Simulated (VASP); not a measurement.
# TePb (Fm-3m) in VASP: settings compared, part 2 of 2

VASP 6.6.1. The steps go on from the part before.

**4. Relaxation of cell and atoms, AM05+D4, spin-orbit coupling, no magnetisation**

File run.py:

```python
from ase import Atoms
from ase.calculators.vasp import Vasp
from ase.filters import FrechetCellFilter
from ase.optimize import FIRE

atoms = Atoms(
    ['Pb', 'Te'],
    cell=[[0.0, 3.231, 3.231], [3.231, 0.0, 3.231], [3.231, 3.231, 0.0]],
    scaled_positions=[[0.0, 0.0, 0.0], [0.5, 0.5, 0.5]],
    pbc=True,
)
calc = Vasp(
    directory='calc',
    xc='am05',
    pp='PBE',
    setups='materialsproject',
    prec='Accurate',
    encut=600,
    ediff=1e-06,
    ismear=-1,
    sigma=0.05,
    lreal=False,
    lasph=True,
    nelm=80,
    algo='Fast',
    isif=2,
    lwave=False,
    lcharg=False,
    lorbit=11,
    lsorbit=True,
    gga_compat=False,
    ivdw=13,
    kpts=[5, 5, 5],
    gamma=True,
)
atoms.calc = calc
opt = FIRE(FrechetCellFilter(atoms), trajectory='relax.traj')
converged = opt.run(fmax=0.01, steps=40)
print('converged:', converged)

print('energy (eV):', atoms.get_potential_energy())
print('free energy (eV):', atoms.get_potential_energy(force_consistent=True))
print('forces (eV/A):')
print(atoms.get_forces())
print('stress (eV/A^3, Voigt):', atoms.get_stress())
print('Fermi level (eV):', calc.get_fermi_level())
print('cell (A, degrees):', atoms.cell.cellpar())
print('volume (A^3):', atoms.get_volume())
print('scaled positions:')
print(atoms.get_scaled_positions())
```

Potentials or basis: VASP PAW PBE potentials, release 64 (Pb_d, Te).

Run with:

```console
python run.py
```

Log:

```text
Step     Time          Energy          fmax
FIRE:    0 --:--:--       -8.696727        0.236996
FIRE:    1 --:--:--       -8.698273        0.208530
FIRE:    2 --:--:--       -8.700664        0.151966
FIRE:    3 --:--:--       -8.702685        0.075891
FIRE:    4 --:--:--       -8.703319        0.011661
FIRE:    5 --:--:--       -8.703320        0.011272
FIRE:    6 --:--:--       -8.703327        0.010674
FIRE:    7 --:--:--       -8.703330        0.009472
converged: True
energy (eV): -8.70289691
free energy (eV): -8.70332978
forces (eV/A):
[[ 0. -0. -0.]
 [-0.  0.  0.]]
stress (eV/A^3, Voigt): [-2.89086667e-04 -2.89086667e-04 -2.89086667e-04 -5.26627332e-07
 -5.22869944e-07 -5.26627332e-07]
Fermi level (eV): 6.03049312
cell (A, degrees): [ 4.52530144  4.52530144  4.52530144 59.99991613 59.99991615 59.99991613]
volume (A^3): 65.52797050431249
scaled positions:
[[0.  0.  0. ]
 [0.5 0.5 0.5]]
```

OUTCAR:

```text
ENCUT = 600.000000
   EDIFF = 1.00e-06
   GGA = AM
   PREC = Accurate
   ISIF = 2
   ISMEAR = -1
   LORBIT = 11
   NELM = 80
   IVDW = 13
   LASPH = .TRUE.
   LSORBIT = .TRUE.
   LREAL = .FALSE.

 ion  position               nearest neighbor table
   1  0.000  0.000  0.000-   2 3.20   2 3.20   2 3.20   2 3.20   2 3.20   2 3.20
   2  0.500  0.500  0.500-   1 3.20   1 3.20   1 3.20   1 3.20   1 3.20   1 3.20

  LATTYP: Found a face centered cubic cell.
 ALAT       =     6.3997426670

  Lattice vectors:

 A1 = (   0.0000040557,   3.1998713347,   3.1998713347)
 A2 = (   3.1998713335,   0.0000040569,   3.1998713335)
 A3 = (   3.1998713347,   3.1998713347,   0.0000040557)

Analysis of symmetry for initial positions (statically):
=====================================================================
 Subroutine PRICEL returns:
 Original cell was already a primitive cell.

 Routine SETGRP: Setting up the symmetry group for a
 face centered cubic supercell.

 Subroutine GETGRP returns: Found 48 space group operations
 (whereof 48 operations were pure point group operations)
 out of a pool of 48 trial point group operations.

The static configuration has the point symmetry O_h .

Analysis of symmetry for dynamics (positions and initial velocities):
=====================================================================
 Subroutine PRICEL returns:
 Original cell was already a primitive cell.

 Routine SETGRP: Setting up the symmetry group for a
 face centered cubic supercell.

 Subroutine GETGRP returns: Found 48 space group operations
 (whereof 48 operations were pure point group operations)
 out of a pool of 48 trial point group operations.

The dynamic configuration has the point symmetry O_h .

Analysis of structural, dynamic, and magnetic symmetry:
=====================================================================
 Subroutine PRICEL returns:
 Original cell was already a primitive cell.

 Routine SETGRP: Setting up the symmetry group for a
 face centered cubic supercell.

 Subroutine GETGRP returns: Found  6 space group operations
 (whereof  6 operations were pure point group operations)
 out of a pool of 48 trial point group operations.

The overall configuration has the point symmetry S_6 .

[... 922 lines left out ...]
  Total       0.01894     0.01894     0.01894     0.00003     0.00003     0.00003
  in kB       0.46317     0.46317     0.46317     0.00084     0.00084     0.00084
  external pressure =        0.46 kB  Pullay stress =        0.00 kB

 VOLUME and BASIS-vectors are now :
 -----------------------------------------------------------------------------
  energy-cutoff  :      600.00
  volume of cell :       65.53
      direct lattice vectors                 reciprocal lattice vectors
     0.000004056  3.199871335  3.199871335    -0.156256580  0.156256382  0.156256382
     3.199871334  0.000004057  3.199871334     0.156256382 -0.156256580  0.156256382
     3.199871335  3.199871335  0.000004056     0.156256382  0.156256382 -0.156256580

 POSITION                                       TOTAL-FORCE (eV/Angst)
 -----------------------------------------------------------------------------------
      0.00000      0.00000      0.00000         0.000000     -0.000000     -0.000000
      3.19987      3.19987      3.19987        -0.000000      0.000000      0.000000
 -----------------------------------------------------------------------------------
    total drift:                               -0.000000      0.000000      0.000000

  FREE ENERGIE OF THE ION-ELECTRON SYSTEM (eV)
  ---------------------------------------------------
  free  energy   TOTEN  =        -8.7033297825 eV

  energy  without entropy=       -8.7024640471  energy(sigma->0) =       -8.70289691

 Spin-Orbit-Coupling matrix elements

 Ion:    1  E_soc:     -0.9008968
 l=   1
     0.0000000    -0.0825661    -0.0825661
    -0.0825661     0.0000000    -0.0825661
    -0.0825661    -0.0825661     0.0000000
 l=   2
     0.0000000    -0.0134892     0.0000000    -0.0134892    -0.0540942
    -0.0134892     0.0000000    -0.0405706    -0.0134892    -0.0135236
     0.0000000    -0.0405706     0.0000000    -0.0405707     0.0000000
    -0.0134892    -0.0134892    -0.0405707     0.0000000    -0.0135235
    -0.0540942    -0.0135236     0.0000000    -0.0135235     0.0000000
 l=   3
     0.0000000     0.0000000     0.0000000     0.0000000     0.0000000     0.0000000     0.0000000
     0.0000000     0.0000000     0.0000000     0.0000000     0.0000000     0.0000000     0.0000000
     0.0000000     0.0000000     0.0000000     0.0000000     0.0000000     0.0000000     0.0000000
     0.0000000     0.0000000     0.0000000     0.0000000     0.0000000     0.0000000     0.0000000
     0.0000000     0.0000000     0.0000000     0.0000000     0.0000000     0.0000000     0.0000000
     0.0000000     0.0000000     0.0000000     0.0000000     0.0000000     0.0000000     0.0000000
     0.0000000     0.0000000     0.0000000     0.0000000     0.0000000     0.0000000     0.0000000

 Ion:    2  E_soc:     -0.2047985
 l=   1
     0.0000000    -0.0341646    -0.0341646
    -0.0341646     0.0000000    -0.0341646
    -0.0341646    -0.0341646     0.0000000
 l=   2
     0.0000000    -0.0000128     0.0000000    -0.0000128     0.0000443
    -0.0000128     0.0000000     0.0000332    -0.0000128     0.0000111
     0.0000000     0.0000332     0.0000000     0.0000332     0.0000000
    -0.0000128    -0.0000128     0.0000332     0.0000000     0.0000111
     0.0000443     0.0000111     0.0000000     0.0000111     0.0000000
 l=   3
     0.0000000     0.0000000     0.0000000     0.0000000     0.0000000     0.0000000     0.0000000
     0.0000000     0.0000000     0.0000000     0.0000000     0.0000000     0.0000000     0.0000000
     0.0000000     0.0000000     0.0000000     0.0000000     0.0000000     0.0000000     0.0000000
     0.0000000     0.0000000     0.0000000     0.0000000     0.0000000     0.0000000     0.0000000
     0.0000000     0.0000000     0.0000000     0.0000000     0.0000000     0.0000000     0.0000000
     0.0000000     0.0000000     0.0000000     0.0000000     0.0000000     0.0000000     0.0000000
     0.0000000     0.0000000     0.0000000     0.0000000     0.0000000     0.0000000     0.0000000

 total charge

# of ion       s       p       d       tot
------------------------------------------
    1        1.439   0.626   9.835  11.900
    2        1.379   1.984   0.021   3.385
--------------------------------------------------
tot          2.818   2.610   9.857  15.285

 magnetization (x)

# of ion       s       p       d       tot
------------------------------------------
    1       -0.000  -0.000   0.000  -0.000
    2        0.000   0.000  -0.000   0.000
--------------------------------------------------
tot          0.000   0.000   0.000   0.000

 magnetization (y)

# of ion       s       p       d       tot
------------------------------------------
    1       -0.000  -0.000   0.000  -0.000
    2        0.000   0.000  -0.000   0.000
--------------------------------------------------
tot          0.000   0.000   0.000   0.000

 magnetization (z)

# of ion       s       p       d       tot
------------------------------------------
    1       -0.000  -0.000   0.000  -0.000
    2        0.000   0.000  -0.000   0.000
--------------------------------------------------
tot          0.000   0.000   0.000   0.000
```

INCAR:

```text
ENCUT = 600.000000
SIGMA = 0.050000
EDIFF = 1.00e-06
ALGO = Fast
GGA = AM
PREC = Accurate
ISIF = 2
ISMEAR = -1
LORBIT = 11
NELM = 80
IVDW = 13
LASPH = .TRUE.
LCHARG = .FALSE.
LWAVE = .FALSE.
LSORBIT = .TRUE.
GGA_COMPAT = .FALSE.
LREAL = .FALSE.
```

Run time: 25 min. Hardware: 1 thread of Intel Xeon Platinum 8488C (Sapphire Rapids), shared host; peak memory 0.42 GiB.

What came out:

```
Free energy                                           : -8.7033 eV
Relaxed volume                                        : 32.76 Å³/atom
Relaxed cell                                          : a = 4.525 Å, b = 4.525 Å, c = 4.525 Å, α = 60.00°, β = 60.00°, γ = 60.00°
Space group after relaxing (to 0.05 Å)                : Fm-3m (No. 225)
Energy gained by relaxing                             : 3.3 meV/atom
Ionic steps                                           : 8
Pressure after relaxing                               : 0.0 GPa
Valence electrons inside the program's atomic spheres : Pb 11.90; Te 3.38
Dispersion energy per atom                            : -0.260 eV
```

Step by step:
```tsv
step	energy change (eV)	largest force (eV/Å)	pressure (GPa)	volume (Å³)
1	0.0000	0.0000	-1.13	67.46
2	-0.0015	0.0000	-0.99	67.22
3	-0.0039	0.0000	-0.73	66.77
4	-0.0059	0.0000	-0.37	66.18
5	-0.0065	0.0000	0.06	65.51
6	-0.0065	0.0000	0.06	65.51
7	-0.0065	0.0000	0.05	65.52
8	-0.0065	0.0000	0.05	65.53
```

Final structure:
```cif
data_structure
_symmetry_space_group_name_H-M 'P 1'
_symmetry_Int_Tables_number 1
_cell_length_a 4.5253
_cell_length_b 4.5253
_cell_length_c 4.5253
_cell_angle_alpha 60.000
_cell_angle_beta 60.000
_cell_angle_gamma 60.000
_cell_volume 65.53
loop_
_atom_site_label
_atom_site_type_symbol
_atom_site_fract_x
_atom_site_fract_y
_atom_site_fract_z
_atom_site_occupancy
Pb1 Pb 0.00000 0.00000 0.00000 1
Te1 Te 0.50000 0.50000 0.50000 1
```

Caveat: the PAW data sets were made with another functional, which shifts forces and pressure a little.

**5. The reference run**

An earlier run on the cell as given: functional PBEsol; potentials or basis VASP PAW PBE potentials, release 64 (Pb_d, Te); cutoff 520 eV; k mesh 7 × 7 × 7; occupations fermi-dirac, width 0.05 eV; no spin polarisation.

- Pressure: -0.4 GPa

**6. The runs side by side**

```tsv
task	level	spin	cell	k mesh	cutoff (eV)	smearing	optimiser	ladder	other keys	pressure (GPa)
single point	RPBE	off	as given	7 × 7 × 7	520	gaussian 0.1 eV	-	-	-	3.6
relaxation of the atoms	PBEsol+D3	off	atoms relaxed from: atoms moved at random, drawn with an rms of 0.1 Å	7 × 7 × 7	520	tetrahedron	vasp	-	EDIFFG = -0.001; NELMDL = -12	-1.3
relaxation of cell and atoms	AM05+D4	SOC, no magnetisation	relaxed	5 × 5 × 5	600	fermi-dirac 0.05 eV	FIRE	-	-	0.0
single point	PBEsol	off	as given	7 × 7 × 7	520	fermi-dirac 0.05 eV	-	free	-	-0.4
```

Alike in all rows: potentials or basis VASP PAW PBE potentials, release 64 (Pb_d, Te).

Caveats: the PAW data sets were made with another functional, which shifts forces and pressure a little.

Total energies depend on the potentials used, so only differences within one code and one set of settings carry meaning.
